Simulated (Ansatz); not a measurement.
# Te2Mo (Pm) in Ansatz: settings compared

The runs below take Te2Mo through relaxation of cell and atoms, with RPBE, PBE+D4, revPBE.

Everything below comes from runs of Ansatz 0.2.0. Logs are shortened: lines on timing, memory, paths and dates and some standing lists are left out, and cuts for length are marked.

## 1. The crystal as given

Symmetry: Pm, No. 6, monoclinic system. The conventional cell has a = 6.346 Å, b = 3.494 Å, c = 14.866 Å, α = 90.00°, β = 92.12°, γ = 90.00°. Te (site symmetry m) is surrounded by 3 Mo at 2.82 to 2.84 Å. Te (site symmetry m) has 3 Mo at 2.82 to 2.84 Å as nearest neighbours. Around Te (site symmetry m) lie 3 Mo at 2.70 to 2.71 Å. Around Te (site symmetry m) lie 3 Mo at 2.70 to 2.71 Å. Around Te (site symmetry m) lie 3 Mo at 2.70 to 2.71 Å. Around Te (site symmetry m) lie 3 Mo at 2.70 to 2.71 Å. Te (site symmetry m) is surrounded by 3 Mo at 2.82 to 2.84 Å. Te (site symmetry m) is surrounded by 3 Mo at 2.82 to 2.84 Å.

The cell is a database's computed one.

## 2. Relaxation of cell and atoms, RPBE

The input, input.yaml:

```yaml
crystal:
  lattice:
    - [6.3464495577, 0.0, 0.0]
    - [0.0, 3.49421554, 0.0]
    - [-0.5490254083, 0.0, 14.8561586148]
  atoms:
    - { symbol: Te, position: [0.06308657, 0.5, 0.40139181] }
    - { symbol: Te, position: [0.93626097, 0.0, 0.59892358] }
    - { symbol: Te, position: [0.56720469, 0.0, 0.36206281] }
    - { symbol: Te, position: [0.43253951, 0.5, 0.63827401] }
    - { symbol: Te, position: [0.09104745, 0.0, 0.13792275] }
    - { symbol: Te, position: [0.90945389, 0.5, 0.86175202] }
    - { symbol: Te, position: [0.58109276, 0.5, 0.09854983] }
    - { symbol: Te, position: [0.41934698, 0.0, 0.90115399] }
    - { symbol: Mo, position: [0.31968622, 0.0, 0.50682682] }
    - { symbol: Mo, position: [0.6797845, 0.5, 0.49352002] }
    - { symbol: Mo, position: [0.1814915, 0.5, 0.00653163] }
    - { symbol: Mo, position: [0.81900395, 0.0, 0.99308972] }
hamiltonian:
  xc: rpbe
  pseudopotentials: { kind: paw }
kpoints:
  mp_grid: { grid: [3, 6, 2] }
scf:
  occupations: { method: fermi_dirac, width: 0.05 }
output:
  forces: true
  stress: true
  eigenvalues: true
relax:
  f_tol: 0.01
  max_steps: 40
  cell: { stress_tol: 0.05 }
```

Potentials or basis: Ansatz PAW.

Run with:

```bash
$ ansatz run input.yaml --threads 4 --pin off --max-ram 11264MiB --backend cpu --events-out ev --progress --plain --runs-dir out
```

What it wrote:

```text
Warning: RAYON_NUM_THREADS=4 ignored (pool sized by the plan → 4); use --threads N
Engine: ansatz 0.2.0, aarch64-unknown-linux-gnu
Pseudopotentials: kind: paw
Pseudopotential: Te, paw, valence charge 16, recommended cutoff 420 eV (normal), Te.paw.azcp
Pseudopotential: Mo, paw, valence charge 14, recommended cutoff 420 eV (normal), Mo.paw.azcp
Functional definition: RPBE
  parameter kappa = 0.804
  parameter beta = 0.06672455060314922
  exchange = rpbe_x(kappa = kappa, mu = beta*pi^2/3)
  correlation = pbe_c(beta = beta)
Crystal: 12 atoms, lattice volume = 329.448 Å³
Basis set: ecut = 420 eV, 6429 PW (Γ), exchange–correlation on 90×48×200 points (8 copies of the dense FFT grid, shifted against one another)
Bands: 111, of which v1, the nominal top of the filled ones, is band 92 counted from 1 (91 counted from 0)
Symmetry: 2 space group operations
Space group: Pm (ITA 6), of the structure as read, at distance tolerance 6.9e-5 Å
k-points: 16 of 36 (time reversal used)
Non-local potential: Te, projectors of the file, l = 0: 2, l = 1: 2, l = 2: 2, l = 3: 2
Non-local potential: Mo, projectors of the file, l = 0: 3, l = 1: 2, l = 2: 2, l = 3: 1
PAW form: soft (Blöchl's): semilocal exchange-correlation on the pseudo side does not see the compensation charge
PAW frozen core: Te, regenerated for the run's functional, and the local potential with it (the file was generated under x = pbe(κ = 0.804, μ = 0.2195149727645171), c = pbe(β = 0.06672455060314922))
PAW frozen core: Mo, regenerated for the run's functional, and the local potential with it (the file was generated under x = pbe(κ = 0.804, μ = 0.2195149727645171), c = pbe(β = 0.06672455060314922))
PAW one-centre angular grid: Te, 590 points (default); XC on 64 Gauss nodes
PAW one-centre angular grid: Mo, 590 points (default); XC on 64 Gauss nodes
Initial density: superposition of atomic densities (neutral atoms: chi_scale 0, normalization atom), corrected by the library's trained network
Initial wavefunctions: pseudopotential atomic-orbital guess
Functional: x = rpbe, c = pbe(β = 0.06672455060314922)
SCF iter   1: F=—  HF=-75765.641618 eV  |F-HF|=—  |Δ(HF+E_count)|=         —  Δρ=4.98e-3  dr2=7.98e-2  ethr=1.77e-3  ⟨swp⟩=6.1  Hψ=6509  notcnv=0  defer=23
preconditioner: auto → LDOS  [metal: Δε(μ)=0.053 eV  Ē_g=7.124 eV  σ=0.050 eV  W_gap=0.26  n_scr=92 (ndim 8)  ℏωp=17.4 eV  f_vac=0.086  D(μ)=2.93/eV (n_scr^D=10)  β→1.0]
SCF iter   2: F=—  HF=-75765.688309 eV  |F-HF|=—  |Δ(HF+E_count)|=   4.67e-2  Δρ=4.31e-3  dr2=2.34e-1  ethr=4.34e-5  ⟨swp⟩=3.2  Hψ=3990  notcnv=0  defer=140
SCF iter   3: F=—  HF=-75765.668982 eV  |F-HF|=—  |Δ(HF+E_count)|=   1.93e-2  Δρ=2.04e-3  dr2=5.32e-2  ethr=4.34e-5  ⟨swp⟩=2.6  Hψ=2664  notcnv=0  defer=140
[... 240 lines left out ...]
  E_smearing   = -0.017987  (= −TS)
  E_closure    = -0.000000  (closes the sum)
  Σ components = -75765.991349   (vs F -75765.991349, Δ=0.00e0)
--- Forces (eV/Å), atoms counted from 1 ---
  atom   1  Te    -0.00003500     0.00000000     0.00025970
  atom   2  Te     0.00001684     0.00000000    -0.00026179
  atom   3  Te     0.00055612     0.00000000    -0.00025744
  atom   4  Te    -0.00054608     0.00000000     0.00027302
  atom   5  Te     0.00005726     0.00000000     0.00039185
  atom   6  Te    -0.00005491     0.00000000    -0.00039531
  atom   7  Te    -0.00037768     0.00000000    -0.00020881
  atom   8  Te     0.00036706     0.00000000     0.00021646
  atom   9  Mo    -0.00010909     0.00000000     0.00000213
  atom  10  Mo     0.00012412     0.00000000    -0.00005565
  atom  11  Mo    -0.00030467     0.00000000    -0.00012752
  atom  12  Mo     0.00030636     0.00000000     0.00016349
  max |Σ_I F_I| component: 3.24e-7 eV/Å
--- Stress (GPa, compression-positive) ---
       -0.003924       0.000000       0.000662
        0.000000      -0.009231       0.000000
        0.000662       0.000000       0.039309
  P = ⅓ Tr σ = 0.0087 GPa (0.087 kbar)
--- Band table (eV; the first three rows and the last of 16) ---
  k-point 0: bands = ["-53.2817", "-53.2817", "-53.2287", "-53.2286", "-29.1480", "-29.1478", "-29.1425", "-29.1423", "-29.1308", "-29.1307", "-29.1297", "-29.1296", "-29.0990", "-29.0988", "-29.0926", "-29.0924", "-29.0749", "-29.0747", "-29.0625", "-29.0623", "-29.0526", "-29.0524", "-29.0507", "-29.0505", "-28.9894", "-28.9894", "-28.9869", "-28.9868", "-28.9728", "-28.9728", "-28.9708", "-28.9707", "-28.9217", "-28.9217", "-28.9120", "-28.9119", "-28.8677", "-28.8677", "-28.8611", "-28.8610", "-28.8523", "-28.8523", "-28.8483", "-28.8483", "-27.4953", "-27.4952", "-27.4394", "-27.4393", "-27.3921", "-27.3921", "-27.2915", "-27.2914", "-27.2339", "-27.2338", "-27.0968", "-27.0967", "-4.8520", "-4.8485", "-3.9557", "-3.9490", "-3.1766", "-3.1756", "-2.9423", "-2.9401", "2.3463", "2.3519", "2.9257", "2.9847", "3.2809", "3.2903", "3.9588", "3.9773", "5.0841", "5.1226", "5.4379", "5.4386", "5.5405", "5.5406", "5.8672", "5.9492", "6.1816", "6.1917", "6.4828", "6.5610", "6.8139", "6.9071", "7.2130", "7.2141", "7.4595", "7.4897", "7.9818", "7.9844", "8.4187", "8.4376", "8.8359", "8.8364", "9.3908", "9.4660", "9.8147", "9.8891", "9.9768", "9.9789", "10.9088", "10.9469", "11.0502", "11.0624", "11.0647", "11.0663", "11.6864", "12.4732", "12.5100"]
[... 3 lines left out ...]
--- Relaxed structure (14 steps of the walk, 13 accepted, 2 SCFs on fresh bases) ---
  F+E_penalty+E_count = -75765.99134877 eV   max|allowed force component| = 5.561e-4 eV/Å   (the final SCF, on the basis selected at the relaxed cell)
  cell:  # Å, volume = 419.3089 Å³
    - [6.418156110667446, -4.881208445995992e-18, 0.0219830085385053]
    - [-2.6874860110224627e-18, 3.498527310654845, -1.9940080981626926e-16]
    - [-0.503769499536126, -8.473588782807494e-16, 18.672323743274266]
  atoms:
    - { symbol: Te, position: [0.06435207925428682, 0.5, 0.4205088891438465] }
    - { symbol: Te, position: [0.9351958699227866, 1.8302687613202877e-17, 0.579536258820081] }
    - { symbol: Te, position: [0.5727406301335888, -2.558059788867807e-17, 0.3891593368993829] }
    - { symbol: Te, position: [0.4268068156279815, 0.5, 0.6108858972122566] }
    - { symbol: Te, position: [0.08839560132172447, 2.5568358067211968e-17, 0.11083918826480287] }
    - { symbol: Te, position: [0.9120562465101862, 0.5, 0.8891152596601813] }
    - { symbol: Te, position: [0.5757019975323433, 0.5, 0.07949142873144475] }
    - { symbol: Te, position: [0.4247501926202401, -1.8228777708860712e-17, 0.9204630213088276] }
    - { symbol: Mo, position: [0.3193110287084427, 1.7818513062718034e-18, 0.5049393745985592] }
    - { symbol: Mo, position: [0.6802364833942708, 0.5, 0.49510597231414866] }
    - { symbol: Mo, position: [0.1813680727549053, 0.5, 0.004891588309870797] }
    - { symbol: Mo, position: [0.8190839722192448, -1.8626711835308828e-18, 0.9950627747365975] }
```

Run time: 5.1 min. Hardware: 4 threads of Arm Neoverse V2, shared host; peak memory 1.5 GiB.

Results:

- Free energy: -75765.9913 eV
- Relaxed volume: 34.94 Å³/atom
- Relaxed cell: a = 6.418 Å, b = 3.499 Å, c = 18.679 Å, α = 90.00°, β = 91.35°, γ = 90.00°
- Space group after relaxing (to 0.05 Å): P2_1/m (No. 11)
- Energy gained by relaxing: 27.4 meV/atom
- Ionic steps: 15
- Pressure after relaxing: 0.0 GPa
- Band gap on the k mesh: none (metal or under the smearing width)

Step by step:
| step | energy change (eV) | largest force (eV/Å) | volume (Å³) |
| --- | --- | --- | --- |
| 1 | 0.0000 | 0.3308 | 329.45 |
| 2 | -0.1132 | 0.0891 | 342.79 |
| 3 | -0.1651 | 0.0781 | 350.73 |
| 4 | -0.2210 | 0.0696 | 361.71 |
| 5 | -0.2590 | 0.1367 | 378.52 |
| 6 | -0.2628 | 0.0199 | 382.98 |
| 7 | -0.2631 | 0.0013 | 382.42 |
| 8 | -0.2907 | 0.0016 | 382.42 |
| 9 | -0.3033 | 0.0088 | 389.74 |
| 10 | -0.3187 | 0.0312 | 406.47 |
| 11 | -0.3210 | 0.0051 | 411.19 |
| 12 | -0.3203 | 0.0285 | 421.88 |
| 13 | -0.3214 | 0.0122 | 418.91 |
| 14 | -0.3214 | 0.0007 | 419.31 |
| 15 | -0.3284 | 0.0006 | 419.31 |

Final structure:
```
CELL_PARAMETERS angstrom
6.41816 0.00000 0.02198
0.00000 3.49853 0.00000
-0.50377 0.00000 18.67232
ATOMIC_POSITIONS crystal
Te 0.06435 0.50000 0.42051
Te 0.93520 0.00000 0.57954
Te 0.57274 0.00000 0.38916
Te 0.42681 0.50000 0.61089
Te 0.08840 0.00000 0.11084
Te 0.91206 0.50000 0.88912
Te 0.57570 0.50000 0.07949
Te 0.42475 0.00000 0.92046
Mo 0.31931 0.00000 0.50494
Mo 0.68024 0.50000 0.49511
Mo 0.18137 0.50000 0.00489
Mo 0.81908 0.00000 0.99506
```

Levels at points of the mesh, in eV from the Fermi level:
```
             k point  band 90  band 91  band 92  band 93  band 94  band 95
  (0.00, 0.00, 0.00)    -0.29     0.20     0.21     0.64     0.66     1.06
 (0.00, 0.00, -0.50)    -0.30     0.20     0.21     0.65     0.65     1.06
 (0.00, -0.50, 0.00)    -1.38    -1.37    -1.37     1.16     1.16     1.16
(0.00, -0.50, -0.50)    -1.38    -1.37    -1.37     1.16     1.16     1.16
```

Caveat: the volume moved by over 15 % at a fixed basis, so the end points are rough; the plane-wave basis is chosen anew once the cell has moved, so the energies of steps on either side of that aren't comparable; this functional lacks dispersion, which binds the layers, so the pressure and a relaxed spacing across them are unreliable, and here the layers came unbound; the PAW data sets come from PBE, with cores solved anew for the run's functional, which leaves a small shift of forces and pressure.

## 3. Relaxation of cell and atoms, PBE+D4

Edit input.yaml of step 2 so:

```diff
@@ -19,6 +19,7 @@
 hamiltonian:
-  xc: rpbe
+  xc: pbe
   pseudopotentials: { kind: paw }
+  dispersion: d4
 kpoints:
-  mp_grid: { grid: [3, 6, 2] }
+  mp_grid: { grid: [4, 8, 2] }
 scf:
```

Potentials or basis: Ansatz PAW.

Run with:

```bash
$ ansatz run input.yaml --threads 4 --pin off --max-ram 11264MiB --backend cpu --events-out ev --progress --plain --runs-dir out
```

Wall time 6.5 min (4 threads of Arm Neoverse V2, shared host); peak memory 1.5 GiB.

Results (log left out):

* Free energy: -75673.3265 eV
* Relaxed volume: 24.41 Å³/atom
* Relaxed cell: a = 6.340 Å, b = 3.477 Å, c = 13.311 Å, α = 90.00°, β = 93.40°, γ = 90.00°
* Space group after relaxing (to 0.05 Å): P2_1/m (No. 11)
* Energy gained by relaxing: 30.2 meV/atom
* Ionic steps: 8
* Pressure after relaxing: 0.0 GPa
* Largest force after relaxing: 0.004 eV/Å
* Band gap on the k mesh: none (metal or under the smearing width)

Forces on the atoms (eV/Å):
```
Te   0.002  0.000  0.001
Te  -0.002  0.000 -0.001
Te  -0.001  0.000 -0.001
Te   0.001  0.000  0.001
Te  -0.002  0.000  0.003
Te   0.001  0.000 -0.004
Te  -0.002  0.000  0.003
Te   0.002  0.000 -0.003
Mo  -0.001  0.000 -0.002
Mo   0.002  0.000  0.003
Mo  -0.002  0.000 -0.001
Mo   0.002  0.000  0.001
```

Step by step:
| step | energy change (eV) | largest force (eV/Å) | volume (Å³) |
| --- | --- | --- | --- |
| 1 | 0.0000 | 0.1820 | 329.45 |
| 2 | -0.1845 | 0.0786 | 314.68 |
| 3 | -0.2647 | 0.0983 | 307.51 |
| 4 | -0.3457 | 0.1238 | 297.15 |
| 5 | -0.3626 | 0.0745 | 294.67 |
| 6 | -0.3677 | 0.0161 | 292.84 |
| 7 | -0.3679 | 0.0038 | 292.91 |
| 8 | -0.3623 | 0.0042 | 292.91 |

Final structure:
```cif
data_structure
_symmetry_space_group_name_H-M 'P 1'
_symmetry_Int_Tables_number 1
_cell_length_a 6.3402
_cell_length_b 3.4767
_cell_length_c 13.3112
_cell_angle_alpha 90.000
_cell_angle_beta 93.399
_cell_angle_gamma 90.000
_cell_volume 292.91
loop_
_atom_site_label
_atom_site_type_symbol
_atom_site_fract_x
_atom_site_fract_y
_atom_site_fract_z
_atom_site_occupancy
Te1 Te 0.05685 0.50000 0.39336 1
Te2 Te 0.94301 0.00000 0.60661 1
Te3 Te 0.56092 0.00000 0.34553 1
Te4 Te 0.43896 0.50000 0.65445 1
Te5 Te 0.09364 0.00000 0.15492 1
Te6 Te 0.90649 0.50000 0.84511 1
Te7 Te 0.58564 0.50000 0.10625 1
Te8 Te 0.41450 0.00000 0.89377 1
Mo1 Mo 0.31971 0.00000 0.50638 1
Mo2 Mo 0.68015 0.50000 0.49359 1
Mo3 Mo 0.18221 0.50000 0.00765 1
Mo4 Mo 0.81792 0.00000 0.99238 1
```

Levels at points of the mesh, in eV from the Fermi level:
```csv
k point,band 88,band 89,band 90,band 91,band 92,band 93,band 94,band 95,band 96,band 97
"(0.00, 0.00, 0.00)",-0.50,-0.40,-0.28,0.04,0.37,0.38,0.68,0.73,0.88,0.96
"(0.00, 0.00, -0.50)",-0.74,-0.16,-0.15,0.12,0.20,0.40,0.50,0.78,0.84,1.41
"(0.00, -0.50, 0.00)",-1.83,-1.66,-1.66,-1.43,-1.43,0.92,0.92,1.10,1.10,1.14
"(0.00, -0.50, -0.50)",-1.87,-1.63,-1.63,-1.53,-1.53,0.88,0.88,1.09,1.09,1.18
"(-0.50, 0.00, 0.00)",-1.04,-0.98,-0.95,-0.52,-0.46,-0.12,-0.09,0.74,0.75,1.41
"(-0.50, 0.00, -0.50)",-1.03,-0.98,-0.96,-0.59,-0.32,-0.04,-0.02,0.68,0.79,1.27
"(-0.50, -0.50, 0.00)",-1.93,-1.16,-1.16,-1.07,-1.07,0.92,0.92,1.00,1.00,1.66
"(-0.50, -0.50, -0.50)",-1.92,-1.15,-1.15,-1.07,-1.07,0.95,0.95,0.96,0.96,1.57
```

Caveat: the plane-wave basis is chosen anew once the cell has moved, so the energies of steps on either side of that aren't comparable. The run has no spin-orbit coupling, so splittings on Te are missing.

## 4. Relaxation of cell and atoms, revPBE

Edit input.yaml of step 3 so:

```diff
@@ -19,7 +19,6 @@
 hamiltonian:
-  xc: pbe
+  xc: revpbe
   pseudopotentials: { kind: paw }
-  dispersion: d4
 kpoints:
-  mp_grid: { grid: [4, 8, 2] }
+  mp_grid: { grid: [3, 6, 2] }
 scf:
```

Run with:

```bash
$ ansatz run input.yaml --threads 4 --pin off --max-ram 11264MiB --backend cpu --events-out ev --progress --plain --runs-dir out
```

Wall time 9.1 min (4 threads of Arm Neoverse V2, shared host); peak memory 1.6 GiB.

It converged, with:

```
Free energy                            : -75737.4387 eV
Relaxed volume                         : 37.74 Å³/atom
Relaxed cell                           : a = 6.404 Å, b = 3.490 Å, c = 20.267 Å, α = 90.00°, β = 91.10°, γ = 90.00°
Space group after relaxing (to 0.05 Å) : P2_1/m (No. 11)
Energy gained by relaxing              : 22.8 meV/atom
Ionic steps                            : 22
Pressure after relaxing                : 0.0 GPa
Largest force after relaxing           : 0.006 eV/Å
Band gap on the k mesh                 : none (metal or under the smearing width)
```

Forces in eV/Å, atoms in the order of the input:
```
Te   0.000  0.000  0.003
Te   0.000  0.000 -0.003
Te   0.000  0.000  0.006
Te   0.000  0.000 -0.006
Te   0.000  0.000 -0.006
Te   0.000  0.000  0.006
Te   0.000  0.000 -0.003
Te   0.000  0.000  0.003
Mo   0.003  0.000  0.000
Mo  -0.003  0.000  0.000
Mo  -0.003  0.000  0.000
Mo   0.003  0.000  0.000
```

Step by step:
| step | energy change (eV) | largest force (eV/Å) | volume (Å³) |
| --- | --- | --- | --- |
| 1 | 0.0000 | 0.2972 | 329.45 |
| 2 | -0.0823 | 0.0720 | 341.28 |
| 3 | -0.1228 | 0.0564 | 349.10 |
| 4 | -0.1672 | 0.0486 | 360.57 |
| 5 | -0.1956 | 0.1183 | 376.74 |
| 6 | -0.1980 | 0.0208 | 380.43 |
| 7 | -0.1983 | 0.0040 | 379.92 |
| 8 | -0.2234 | 0.0039 | 379.92 |
| 9 | -0.2370 | 0.0082 | 388.48 |
| 10 | -0.2531 | 0.0375 | 405.34 |
| 11 | -0.2573 | 0.0065 | 412.23 |
| 12 | -0.2552 | 0.0579 | 425.95 |
| 13 | -0.2583 | 0.0032 | 418.27 |
| 14 | -0.2581 | 0.0155 | 420.79 |
| 15 | -0.2581 | 0.0006 | 420.81 |
| 16 | -0.2672 | 0.0007 | 420.81 |
| 17 | -0.2690 | 0.0011 | 429.07 |
| 18 | -0.2692 | 0.0601 | 445.26 |
| 19 | -0.2697 | 0.0170 | 447.95 |
| 20 | -0.2690 | 0.0087 | 454.01 |
| 21 | -0.2693 | 0.0061 | 452.86 |
| 22 | -0.2738 | 0.0062 | 452.86 |

Final structure:
```
Te Mo
1.0
     6.40440    0.00000    0.02980
     0.00000    3.48957    0.00000
    -0.48428    0.00000   20.26114
Te Mo
8 4
Direct
  0.06529 0.50000 0.42677
  0.93428 0.00000 0.57330
  0.57411 0.00000 0.39790
  0.42546 0.50000 0.60218
  0.08700 0.00000 0.10210
  0.91343 0.50000 0.89782
  0.57464 0.50000 0.07323
  0.42578 0.00000 0.92669
  0.31921 0.00000 0.50455
  0.68036 0.50000 0.49553
  0.18134 0.50000 0.00447
  0.81909 0.00000 0.99545
```

Levels at points of the mesh, in eV from the Fermi level:
```
             k point  band 90  band 91  band 92  band 93  band 94  band 95
  (0.00, 0.00, 0.00)    -0.30     0.22     0.22     0.65     0.66     1.08
 (0.00, 0.00, -0.50)    -0.30     0.22     0.22     0.65     0.65     1.08
 (0.00, -0.50, 0.00)    -1.39    -1.38    -1.38     1.17     1.17     1.17
(0.00, -0.50, -0.50)    -1.38    -1.38    -1.38     1.17     1.17     1.17
```

Caveat: the volume moved by over 15 % at a fixed basis, so the end points are rough; the plane-wave basis is chosen anew once the cell has moved, so the energies of steps on either side of that aren't comparable; this functional lacks dispersion, which binds the layers, so the pressure and a relaxed spacing across them are unreliable, and here the layers came unbound; the PAW data sets come from PBE, with cores solved anew for the run's functional, which leaves a small shift of forces and pressure. The run has no spin-orbit coupling, so splittings on Te are missing.

## 5. Overview

| level | k mesh | gap on the mesh (eV) | pressure (GPa) | relaxed volume (Å³/atom) |
| --- | --- | --- | --- | --- |
| RPBE | 3 × 6 × 2 | none | 0.0 | 34.94 |
| PBE+D4 | 4 × 8 × 2 | none | 0.0 | 24.41 |
| revPBE | 3 × 6 × 2 | none | 0.0 | 37.74 |

Alike in all rows: task relaxation of cell and atoms; potentials or basis Ansatz PAW; no spin polarisation; cell relaxed; cutoff (eV) 420; smearing fermi-dirac 0.05 eV.

Caveats: the plane-wave basis is chosen anew once the cell has moved, so the energies of steps on either side of that aren't comparable; the volume moved by over 15 % at a fixed basis, so the end points are rough (some runs); this functional lacks dispersion, which binds the layers, so the pressure and a relaxed spacing across them are unreliable, and here the layers came unbound (some runs); the PAW data sets come from PBE, with cores solved anew for the run's functional, which leaves a small shift of forces and pressure (some runs).

Total energies depend on the potentials used, so only differences within one code and one set of settings carry meaning.
